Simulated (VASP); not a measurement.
# From an Ansatz input to VASP: BaTe (strained measured structure)

Ansatz input

```yaml
crystal:
  lattice:
    - [0.0, 3.6902766683, 3.48960199]
    - [3.6902766683, 0.0, 3.48960199]
    - [3.6902766683, 3.6902766683, 0.0]
  atoms:
    - { symbol: Ba, position: [0.0, 0.0, 0.0] }
    - { symbol: Te, position: [0.5, 0.5, 0.5] }
kpoints:
  mp_grid: { grid: [6, 6, 6] }
  band_path:
    path:
      - [0.0, 0.0, 0.0]
      - [0.5, 0.0, 0.5]
      - [0.625, 0.25, 0.625]
      - [0.375, 0.375, 0.75]
      - [0.5, 0.5, 0.5]
      - [0.5, 0.25, 0.75]
      - [0.5, 0.5, 0.0]
    npoints: 1
hamiltonian:
  xc: r2scan
scf:
  occupations: { method: fixed }
  n_extra_bands: 4
output:
  forces: true
  stress: true
  eigenvalues: true
  write_density: true
  write_potential: true
  elf: true
  volumetric_format: npy
```

Q: Translate this input to VASP.

A: 

INCAR

```
PREC = Accurate
ISIF = 2
IBRION = -1
ENCUT = 520
SIGMA = 0.01
METAGGA = R2SCAN
LWAVE = .FALSE.
LASPH = .TRUE.
EDIFF = 1E-7
LREAL = .FALSE.
ALGO = Normal
NSW = 0
ISMEAR = 0
NBANDS = 15
LCHARG = .FALSE.
NELM = 120
```

KPOINTS

```
KPOINTS created by Atomic Simulation Environment
0
Gamma
6 6 6
0 0 0
```

KPOINTS_OPT

```
special points
7
Reciprocal
0.0000000000 0.0000000000 0.0000000000 1
0.5000000000 0.0000000000 0.5000000000 1
0.6250000000 0.2500000000 0.6250000000 1
0.3750000000 0.3750000000 0.7500000000 1
0.5000000000 0.5000000000 0.5000000000 1
0.5000000000 0.2500000000 0.7500000000 1
0.5000000000 0.5000000000 0.0000000000 1
```

POSCAR

```
Ba Te
 1.0000000000000000
     0.0000000000000000    3.6902766683000001    3.4896019900000002
     3.6902766683000001    0.0000000000000000    3.4896019900000002
     3.6902766683000001    3.6902766683000001    0.0000000000000000
 Ba  Te
   1   1
Cartesian
  0.0000000000000000  0.0000000000000000  0.0000000000000000
  3.6902766683000001  3.6902766683000001  3.4896019900000002
```

VASP ran with the recommended PBE PAW datasets (16 valence electrons in the cell). Other inputs would serve too.

```
                             Ansatz      VASP
gap between bands v and c   2.05 eV   1.98 eV
         least direct gap   2.42 eV   2.38 eV
                 pressure  -1.7 GPa  -1.5 GPa
```

The two codes use different PAW datasets and cutoffs. VASP's cell holds 16 valence electrons and Ansatz's 26. Ansatz's stress includes a Pulay correction; VASP's doesn't.
